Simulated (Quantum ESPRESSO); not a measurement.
TaN under changes of volume

One of the cells (10.346 Å³/atom); the others are scaled copies at fixed shape and fractional positions:

```
Ta N
1.0
     0.00000    2.17900    2.17900
     2.17900    0.00000    2.17900
     2.17900    2.17900    0.00000
Ta N
1 1
Direct
  0.50000 0.50000 0.50000
  0.00000 0.00000 0.00000
```

```yaml
Program: Quantum ESPRESSO 7.5
Functional: PBE
Potentials_or_basis: SSSP 1.3 efficiency PBE
Cutoff: 816 eV
Density_cutoff: 6531 eV
k_mesh: 10 × 10 × 10
Occupations: fermi-dirac, width 0.05 eV
Spin: no spin polarisation
```

```csv
volume (Å³/atom),energy over the lowest point (meV/atom),pressure (GPa)
9.725,123.57,41.7
9.932,?,?
10.139,41.28,22.2
10.346,17.70,14.0
10.553,4.27,6.5
10.760,0.00,-0.2
10.967,3.96,-6.3
```

Q: What does the run at 9.932 Å³/atom give?

A: Energy over the lowest point 76.15 meV/atom; pressure 31.5 GPa.

Worked out: A Birch-Murnaghan fit of order 3 (a polynomial in V^(-2/3)) to the other rows has its minimum at 10.76 Å³/atom with B0 = V·E''(V) = 331 GPa and B' = 4.4. It gives 76.15 meV/atom at 9.932 Å³/atom, against the run's 76.15, and -dE/dV = 31.7 GPa, against 31.5.

Energies are extrapolated to zero smearing.
